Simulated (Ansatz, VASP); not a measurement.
Two plane-wave programs on Bi

```
Bi
1.0
    -1.96250    1.96250    1.96250
     1.96250   -1.96250    1.96250
     1.96250    1.96250   -1.96250
Bi
1
Direct
  0.00000 0.00000 0.00000
```

Alike in both runs: task single point; functional BLYP; k mesh 12 × 12 × 12; occupations fermi-dirac, width 0.1 eV; no spin polarisation.

|  | VASP | Ansatz |
| --- | --- | --- |
| version | VASP 6.6.1 | Ansatz 0.2.0 |
| potentials or method | VASP PAW PBE potentials, release 64 (Bi_d) | plane waves (420 eV) with PAW, scalar-relativistic |
| plane-wave cutoff (eV) | 520 | 420 |
| valence electrons in the cell | 15 | 15 |

Ansatz gave:

- pressure (GPa): 6.7

**Question.** Which values does VASP return?

**Answer.** Pressure (GPa): 6.9.

Caveats: the PAW data sets were made with another functional, which shifts forces and pressure a little (VASP).
